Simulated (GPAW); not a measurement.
# NaCl (Fm-3m) in GPAW: further runs, part 2 of 2

GPAW 26.7.0. Earlier steps stand in the parts before.

## (4) Equation of state, HSE06

Contents of run.py:

```python
from ase.eos import EquationOfState
from ase.io import Trajectory, read
from ase.units import GPa
from ase.parallel import parprint
from gpaw import GPAW, PW

atoms = read('POSCAR')

traj = Trajectory('eos.traj', 'w')
volumes, energies = [], []
for x in [0.94, 0.96, 0.98, 1.0, 1.02, 1.04, 1.06]:
    a = atoms.copy()
    a.set_cell(atoms.cell * x**(1 / 3), scale_atoms=True)
    calc = GPAW(mode=PW(600),
                xc='HSE06',
                kpts={'size': (3, 3, 3), 'gamma': True},
                occupations={'name': 'fermi-dirac', 'width': 0.05},
                nbands=12,
                convergence={'density': 1e-05, 'energy': 1e-05},
                maxiter=60,
                txt=f'eos-{x:.2f}.txt')
    a.calc = calc
    energies.append(a.get_potential_energy(force_consistent=True))
    volumes.append(a.get_volume())
    calc.write(f'eos-{x:.2f}.gpw')
    traj.write(a)
    parprint(f'{x:.2f} {volumes[-1]:10.4f} A^3 {energies[-1]:14.6f} eV', flush=True)

v0, e0, B = EquationOfState(volumes, energies, eos='birchmurnaghan').fit()
parprint(f'V0 = {v0:.4f} A^3, E0 = {e0:.6f} eV, B0 = {B / GPa:.2f} GPa')
```

Contents of POSCAR:

```
NaCl
1.0
    0.0000000000      2.7940632177      2.7940632177
    2.7940632177      0.0000000000      2.7940632177
    2.7940632177      2.7940632177      0.0000000000
Cl Na
1 1
Direct
    0.5000000000      0.5000000000      0.5000000000
    0.0000000000      0.0000000000      0.0000000000
```

Potentials or basis: GPAW PAW data sets (gpaw-data 1.2.1), pw.

Started as:

```sh
OMP_NUM_THREADS=1 mpirun -n 4 gpaw python run.py
```

The log of the run:

```text
__  _  _
 | _ |_)|_||  |
 |__||  | ||/\| - 26.7.0

Input parameters:
  mode=PW(ecut=600.0),
  convergence={'density': 1e-05, 'energy': 1e-05},
  kpts=MonkhorstPack(size=(3, 3, 3), gamma=True),
  maxiter=60,
  nbands=12,
  occupations=Occupations(name='fermi-dirac', width=0.05),
  xc=XC(name='HSE06')

Diagonalizing LCAO Hamiltonian
Converting LCAO to pw mode

                Cl

       Na

Atoms  # Å, Bohr magnetons
|   | symbol |        x |        y |        z |    initial magnetic moments |
|---|--------|----------|----------|----------|-----------------------------|
| 0 |     Cl | 2.737026 | 2.737026 | 2.737026 | ( 0.0000,  0.0000,  0.0000) |
| 1 |     Na | 0.000000 | 0.000000 | 0.000000 | ( 0.0000,  0.0000,  0.0000) |

Unit cell  # Å
| periodic |        x |        y |        z |  lengths |    angles |
|----------|----------|----------|----------|----------|-----------|
|      yes | 0.000000 | 2.737026 | 2.737026 | 3.870739 | 60.000000 |
|      yes | 2.737026 | 0.000000 | 2.737026 | 3.870739 | 60.000000 |
|      yes | 2.737026 | 2.737026 | 0.000000 | 3.870739 | 60.000000 |

Number of symmetries: 48
Symmetry operations  # r_c * U_cc + t_c -> r_c
|    | kind |            matrix            |
|----|------|------------------------------|
|  0 |  σ   |  1, 0, 0,  1, 0,-1,  1,-1, 0 |
|  1 |  C2  |  1, 0, 0,  1,-1, 0,  1, 0,-1 |
|  2 |  E   |  1, 0, 0,  0, 1, 0,  0, 0, 1 |
|  3 |  σ   |  1, 0, 0,  0, 0, 1,  0, 1, 0 |
|  4 |  C4  |  1, 0,-1,  1, 0, 0,  1,-1, 0 |
|  5 |  S6  |  1, 0,-1,  1,-1, 0,  1, 0, 0 |
|  6 |  σ   |  1, 0,-1,  0, 1,-1,  0, 0,-1 |
|  7 |  C3  |  1, 0,-1,  0, 0,-1,  0, 1,-1 |
|  8 |  S6  |  1,-1, 0,  1, 0, 0,  1, 0,-1 |
|  9 |  C4  |  1,-1, 0,  1, 0,-1,  1, 0, 0 |
| 10 |  C3  |  1,-1, 0,  0,-1, 1,  0,-1, 0 |
| 11 |  σ   |  1,-1, 0,  0,-1, 0,  0,-1, 1 |
| 12 |  σ   |  0, 1, 0,  1, 0, 0,  0, 0, 1 |
| 13 |  C4  |  0, 1, 0,  0, 1,-1, -1, 1, 0 |
| 14 |  C3  |  0, 1, 0,  0, 0, 1,  1, 0, 0 |
| 15 |  S6  |  0, 1, 0, -1, 1, 0,  0, 1,-1 |
| 16 |  C2  |  0, 1,-1,  1, 0,-1,  0, 0,-1 |
| 17 |  σ   |  0, 1,-1,  0, 1, 0, -1, 1, 0 |
| 18 |  S4  |  0, 1,-1,  0, 0,-1,  1, 0,-1 |
| 19 |  C4  |  0, 1,-1, -1, 1, 0,  0, 1, 0 |
| 20 |  C3  |  0, 0, 1,  1, 0, 0,  0, 1, 0 |
| 21 |  σ   |  0, 0, 1,  0, 1, 0,  1, 0, 0 |
| 22 |  S6  |  0, 0, 1,  0,-1, 1, -1, 0, 1 |
| 23 |  C4  |  0, 0, 1, -1, 0, 1,  0,-1, 1 |
| 24 |  S4  |  0, 0,-1,  1, 0,-1,  0, 1,-1 |
| 25 |  C3  |  0, 0,-1,  0, 1,-1,  1, 0,-1 |
| 26 |  C2  |  0, 0,-1,  0,-1, 0, -1, 0, 0 |
| 27 |  S6  |  0, 0,-1, -1, 0, 0,  0,-1, 0 |
| 28 |  S4  |  0,-1, 1,  1,-1, 0,  0,-1, 0 |
| 29 |  C4  |  0,-1, 1,  0, 0, 1, -1, 0, 1 |
| 30 |  C2  |  0,-1, 1,  0,-1, 0,  1,-1, 0 |
| 31 |  σ   |  0,-1, 1, -1, 0, 1,  0, 0, 1 |
| 32 |  C3  |  0,-1, 0,  1,-1, 0,  0,-1, 1 |
| 33 |  S6  |  0,-1, 0,  0, 0,-1, -1, 0, 0 |
| 34 |  S4  |  0,-1, 0,  0,-1, 1,  1,-1, 0 |
| 35 |  C2  |  0,-1, 0, -1, 0, 0,  0, 0,-1 |
| 36 |  C2  | -1, 1, 0,  0, 1, 0,  0, 1,-1 |
| 37 |  S6  | -1, 1, 0,  0, 1,-1,  0, 1, 0 |
| 38 |  S4  | -1, 1, 0, -1, 0, 1, -1, 0, 0 |
| 39 |  C3  | -1, 1, 0, -1, 0, 0, -1, 0, 1 |
| 40 |  S6  | -1, 0, 1,  0, 0, 1,  0,-1, 1 |
| 41 |  C2  | -1, 0, 1,  0,-1, 1,  0, 0, 1 |
| 42 |  C3  | -1, 0, 1, -1, 1, 0, -1, 0, 0 |
| 43 |  S4  | -1, 0, 1, -1, 0, 0, -1, 1, 0 |
| 44 |  C2  | -1, 0, 0,  0, 0,-1,  0,-1, 0 |
| 45 |  i   | -1, 0, 0,  0,-1, 0,  0, 0,-1 |
| 46 |  σ   | -1, 0, 0, -1, 1, 0, -1, 0, 1 |
| 47 |  C2  | -1, 0, 0, -1, 0, 1, -1, 1, 0 |

BZ-sampling:
  Number of BZ points: 27
  Number of IBZ points: 4

  Monkhorst-Pack size: [3, 3, 3]
  Monkhorst-Pack shift: [0, 0, 0]

K-points  # in reciprocal-cell coordinates
|   |                                coordinates |     weight |
|---|--------------------------------------------|------------|
| 0 | (  0.00000000,   0.00000000,   0.00000000) | 0.03703704 |
| 1 | (  0.33333333,   0.33333333,  -0.33333333) | 0.44444444 |
| 2 | (  0.33333333,   0.33333333,   0.00000000) | 0.22222222 |
| 3 | (  0.33333333,   0.33333333,   0.33333333) | 0.29629630 |

Plane wave coefficients: 1379
Cutoff: 600.0 eV

Spin-components: 1 (collinear spins)
Bands:           12
Projectors:      10
Spin-degeneracy: 2
Datatype:        complex128

Parallelization:
  kpt:    4
  domain: 1
  band:   1

Density:
  Valence electrons: 14.0
  Components: 1
  Grid points: [24 24 24]
  Charge: 0.0  # |e|

Potential:
  Grid points: [24 24 24]

species:
  Cl:
    name:    Chlorine
    Z:       17.0
    valence: 7
    core:    10
    charge:  0.0  # [|e|]
    compensation charges:
      type: gauss
      rc: 0.25  # [Å]
      lmax: 2
    cutoffs:
      filter: 1.40  # [Å]
      core: 1.49  # [Å]
    projectors
    | kind |    occ | energy [eV] | rcut [Å] |
    |------|--------|-------------|----------|
    |   3s |  2.000 |     -20.689 |    0.794 |
    |   3p |  5.000 |      -8.594 |    0.794 |
    |    s |        |       6.523 |    0.794 |
    |    p |        |      18.617 |    0.794 |
    |    d |        |       0.000 |    0.794 |

    Using partial waves for Cl as LCAO basis

  Na:
    name:    Sodium
    Z:       11.0
    valence: 7
    core:    4
    charge:  0.0  # [|e|]
    compensation charges:
      type: gauss
      rc: 0.37  # [Å]
      lmax: 2
    cutoffs:
      filter: 2.17  # [Å]
      core: 2.59  # [Å]
    projectors
    | kind |    occ | energy [eV] | rcut [Å] |
    |------|--------|-------------|----------|
    |   3s |  1.000 |      -2.744 |    1.201 |
    |   2p |  6.000 |     -28.672 |    1.217 |
    |   3p |  0.000 |      -0.743 |    1.217 |
    |    s |        |      24.468 |    1.201 |
    |    d |        |       0.000 |    1.238 |

    Using partial waves for Na as LCAO basis

Reference energy: -16973.559893  # eV

eigensolver:
  PPCG
  Converge bands: occupied
  niter=2

density mixing:
  MSR1-Mixer
  Pratt-step length: 0.05
  Maximum mixing coefficient: 0.75
  Old densities: 10
  SVD Regularization: 0.005
  Good broyden scale: 1.0
  Trust region scale: 1.0
  Backstep threshold: 4.0
  History deletion threshold: 6.0
  Fourier metric: weight=20.0, sigma=0.015

occupation numbers:
  Fermi-Dirac:
    width: 0.0500  # eV

poisson solver:
  ecut: 4800.0  # eV

xc functional:
  name: HYB_GGA_XC_HSE06 with 2 nearest neighbor stencil

convergence criteria:
- Maximum integral of absolute [dens]ity change: 1e-05 electrons / valence electron
- Maximum [total energy] change in last 3 cyles: 1e-05 eV / valence electron
- Maximum integral of absolute [eigenst]ate change: 4e-08 eV^2 / valence electron
maximum number of iterations: 60

IBZ(<points: 4, symmetries: 48>)
Occupied bands: 7
SCF iterations
|iter     | |      energy | eigst |  dens |
|---------|-|-------------|-------|-------|
|iter:   1| | -287.142280 | -0.35 |       |
|iter:   2| |  -14.719223 | -0.78 | -0.95 |
|iter:   3| |  -14.858821 | -2.04 | -1.29 |
|iter:   4| |  -14.834116 | -2.67 | -1.40 |
|iter:   5| |  -14.831250 | -2.81 | -1.55 |
|iter:   6| |  -14.841385 | -3.25 | -1.75 |
|iter:   7| |  -14.835708 | -3.91 | -1.94 |
|iter:   8| |  -14.833598 | -4.16 | -2.12 |
|iter:   9| |  -14.833242 | -5.15 | -2.28 |
|iter:  10| |  -14.831497 | -4.20 | -2.34 |
|iter:  11| |  -14.831378 | -4.94 | -2.81 |
|iter:  12| |  -14.831358c| -5.50 | -3.26 |
|iter:  13| |  -14.831358c| -6.48 | -3.99 |
|iter:  14| |  -14.831358c| -8.04c| -4.57 |
|iter:  15| |  -14.831358c| -8.97c| -5.23c|

Converged in 15 steps
Energy contributions relative to reference atoms: (reference = -16973.559893)

Energy contributions:
  Kinetic:          12.342541
  Coulomb:         -11.194414
  Zero:             -0.024518
  External:          0.000000
  Xc:              262.553989
  Entropy:          -0.000000
  Spinorbit:         0.000000
  Hybrid_Xc_Cc:      -219.833407
  Hybrid_Xc_Vc:       -16.668508
  Hybrid_Xc_Vv:       -42.007041
  ----------------------------
  Free energy:     -14.831358
  Extrapolated:    -14.831358

dipole moment: (-5.066624, -5.066624, -5.066624)  # |e|*Ang

Fermi level: 2.279
Eigenvalues  # (at kpt = [0.000, 0.000, 0.000])
| band index |      eig [eV] | occ [0-2] |
|------------|---------------|-----------|
|          0 |       -23.596 |     2.000 |
|          1 |       -23.596 |     2.000 |
|          2 |       -23.596 |     2.000 |
|          3 |       -15.042 |     2.000 |
|          4 |        -0.950 |     2.000 |
|          5 |        -0.950 |     2.000 |
|          6 |        -0.950 |     2.000 |
|          7 |         5.868 |     0.000 |
|          8 |        11.653 |     0.000 |
|          9 |        11.653 |     0.000 |
|         10 |        11.653 |     0.000 |
|         11 |        14.039 |     0.000 |

Gap: 6.818 eV
Transition (v -> c):
  (s=0, k=0, n=6, [0.00, 0.00, 0.00]) -> (s=0, k=0, n=7, [0.00, 0.00, 0.00])
No difference between direct/indirect transitions
# Writing to eos-0.94.gpw (mode='')
```

Wall time 10 min (4 MPI ranks of Arm Neoverse V2, shared host); peak memory 0.26 GiB.

What came out:

```yaml
Equilibrium_volume: 22.46 Å³/atom
Bulk_modulus: 25 GPa
Pressure_derivative_of_the_bulk_modulus: "5.0 (rough: it moves with the points fitted)"
```

Energy against volume, from the lowest point:
```csv
volume (Å³/atom),energy (meV/atom)
20.504,15.91
20.940,9.18
21.376,4.31
21.813,1.36
22.249,0.00
22.685,0.00
23.121,1.28
```

Caveat: the k mesh is coarse (spacing up to 0.65 Å⁻¹), so the values aren't converged, least of all with exact exchange; exact exchange converges slowly with the k mesh, and this mesh is small; the PAW data sets were made with another functional, which shifts forces and pressure a little.
